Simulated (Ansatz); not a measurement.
Relax this structure to zero stress and force, keeping its symmetry:

```cif
data_structure
_symmetry_space_group_name_H-M 'P-3m1'
_symmetry_Int_Tables_number 164
_cell_length_a 4.6785
_cell_length_b 4.6785
_cell_length_c 7.6904
_cell_angle_alpha 90.000
_cell_angle_beta 90.000
_cell_angle_gamma 120.000
_cell_volume 145.78
loop_
_atom_site_label
_atom_site_type_symbol
_atom_site_symmetry_multiplicity
_atom_site_Wyckoff_symbol
_atom_site_fract_x
_atom_site_fract_y
_atom_site_fract_z
_atom_site_occupancy
Pb1 Pb 1 a 0.00000 0.00000 0.00000 1
I1 I 2 d 0.33333 0.66667 0.24128 1
```

Level of theory: DFT PBE+D3(BJ), scalar-relativistic, plane waves, PAW in Ansatz.

Settings: cutoff 420 eV, Γ-centred mesh 6×6×4 on the computed 3-atom cell, Gaussian smearing of 0.02 eV; no spin polarisation.

**Question.** What does it relax to?

**Answer.** The volume falls by 6.75 Å³/atom to 41.85 Å³/atom, and the energy falls by 25.7 meV/atom. Final structure:
```yaml
crystal:
  lattice:
    - [4.55568, 0.00000, 0.00000]
    - [-2.27784, 3.94533, 0.00000]
    - [0.00000, 0.00000, 6.98458]
  atoms:
    - { symbol: Pb, position: [0.00000, 0.00000, 0.00000] }
    - { symbol: I, position: [0.33333, 0.66667, 0.27083] }
    - { symbol: I, position: [0.66667, 0.33333, 0.72917] }
```

Course of the relaxation (steps run on the plane waves of an earlier cell, and the basis is chosen afresh near the end, so energy and pressure can step there; trial steps that raised the energy were taken back; energies are free energies):

```csv
step,E − E_final (meV/atom),largest force component (eV/Å),P (GPa),V (Å³/atom)
1,25.7,0.008,-0.93,48.59
2,10.4,0.015,-0.64,45.46
3,1.8,0.071,0.46,41.34
4,1.2,0.098,-0.15,41.61
5,-0.5,0.002,0.03,41.77
6,-0.5,0.000,0.01,41.85
7,0.0,0.000,0.00,41.85
```

Spin–orbit coupling is left out, which can shift energies with elements as heavy as these.

Cost: 1 run of about 0.73 core-minutes, on Arm Neoverse V2 (shared hosts).